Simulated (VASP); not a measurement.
AlCu3: single point with PBEsol

Crystal: AlCu3.

```xyz
4
Lattice="3.6374 0.0000 0.0000 0.0000 3.6374 0.0000 0.0000 0.0000 3.6374" Properties=species:S:1:pos:R:3 pbc="T T T"
Cu   -0.0138    1.7869    1.8659
Cu    1.8554    0.0160    1.8602
Cu    1.8413    1.8210    0.0284
Al   -0.0048    0.0120    0.0006
```

The cell comes from a database or a generator and needn't be the stable form of this composition.

The cell isn't the ideal one: atoms moved at random, drawn with an rms of 0.05 Å.

* Program: VASP 6.6.1
* Task: single point
* Functional: PBEsol
* Potentials or basis: VASP PAW PBE potentials, release 64 (Cu, Al)
* Cutoff: 520 eV
* k mesh: 7 × 7 × 7
* Occupations: fermi-dirac, width 0.05 eV
* Spin: no spin polarisation

The pressure is 0.1 GPa and the largest force is 0.464 eV/Å. The band gap on the k mesh is none (metal or under the smearing width).

Forces in eV/Å, atoms in the order of the input:
```
Cu   0.277  0.300 -0.220
Cu  -0.303 -0.196 -0.183
Cu  -0.210  0.080  0.091
Al   0.236 -0.185  0.312
```

Stress tensor (GPa, compression positive):
```
 0.09  0.14  0.06
 0.14  0.12 -0.11
 0.06 -0.11  0.07
```

Levels at points of the mesh, in eV from the Fermi level:
```
           k point  band 16  band 17  band 18  band 19  band 20  band 21
(0.00, 0.00, 0.00)    -2.12    -0.35    -0.35    -0.34     4.32     4.32
```

It took 3.6 min on 1 thread of Intel(R) Xeon(R) Platinum 8259CL CPU @ 2.50GHz (Skylake/Cascade Lake) (shared host), peak memory 0.29 GiB.

Caveat: the PAW data sets were made with another functional, which shifts forces and pressure a little.
